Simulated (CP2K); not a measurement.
The system is Mo.

```
CELL_PARAMETERS angstrom
2.74324 0.00000 0.00000
-0.91441 2.58635 0.00000
-0.91441 -1.29317 2.23984
ATOMIC_POSITIONS crystal
Mo 0.00000 0.00000 0.00000
```

Base run:

- Program: CP2K 2026.2
- Functional: PBEsol
- Potentials or basis: POTENTIAL_UZH Mo GTH-PBE-q14; TZVP-MOLOPT-PBE-GTH basis
- Density cutoff: 9184 eV
- k mesh: 12 × 12 × 12
- Occupations: fermi-dirac, width 0.05 eV
- Spin: no spin polarisation

Its results: band gap on the k mesh none (metal or under the smearing width); pressure -7.0 GPa.

**Question.** The run is repeated on the same cell with these changes: functional from PBEsol to AM05. What comes out?

**Answer.** Band gap on the k mesh none (metal or under the smearing width); pressure -8.1 GPa.

Caveats: the potentials were made for another functional, which shifts forces and pressure; the basis of atomic orbitals isn't converged, which shifts pressures, moduli and gaps.

Not every run made on this cell is shown here.
